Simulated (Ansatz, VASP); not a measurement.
Two plane-wave programs on Pd

The input INCAR:

```
SYSTEM = Pd
ALGO = Fast
EDIFF = 1E-6
ENCUT = 520
GGA = PE
ISIF = 2
ISMEAR = 0
LASPH = .TRUE.
LCHARG = .TRUE.
LELF = .TRUE.
LREAL = .FALSE.
LVHAR = .TRUE.
LWAVE = .FALSE.
NBANDS = 11
NELM = 60
PREC = Accurate
SIGMA = 0.15
```

Contents of KPOINTS:

```
k-points
0
G
  20 20 20
  0 0 0
```

POSCAR

```
Pd
1.0
    0.0000000000      1.9935225000      1.9935225000
    1.9935225000      0.0000000000      1.9935225000
    1.9935225000      1.9935225000      0.0000000000
Pd
1
Direct
    0.0000000000      0.0000000000      0.0000000000
```

Input for Ansatz:

```yaml
crystal:
  lattice:
    - [0.0, 1.9935225, 1.9935225]
    - [1.9935225, 0.0, 1.9935225]
    - [1.9935225, 1.9935225, 0.0]
  atoms:
    - { symbol: Pd, position: [0.0, 0.0, 0.0] }
basis:
  ecutwfc: 420
kpoints:
  mp_grid: { grid: [20, 20, 20] }
hamiltonian:
  xc: pbe
scf:
  occupations: { method: gaussian, width: 0.15 }
output:
  forces: true
  stress: true
  eigenvalues: true
```

Change from the starting cell: strain +0.025 along x and y, +0.025 along z, atoms carried along.

Alike in both runs: task single point; functional PBE; k mesh 20 × 20 × 20; occupations gaussian, width 0.15 eV; no spin polarisation.

|  | VASP | Ansatz |
| --- | --- | --- |
| version | VASP 6.6.1 | Ansatz 0.2.0 |
| potentials or method | VASP PAW PBE potentials, release 64 (Pd) | scalar-relativistic, plane waves, PAW |
| plane-wave cutoff (eV) | 520 | 420 |
| valence electrons in the cell | 10 | 18 |

Ansatz gave:

| Quantity | Value |
| --- | --- |
| gap on the k mesh at the Fermi level (eV) | none |
| pressure (GPa) | -5.1 |

What did VASP give for the same quantities?

gap on the k mesh at the Fermi level (eV): none; pressure (GPa): -5.2.

A gap of «none» marks a metal or a gap that the smearing closes. The functional is the same, so the differences come from potentials, cutoffs and numerics. The two sets of potentials don't hold the same shells in valence.
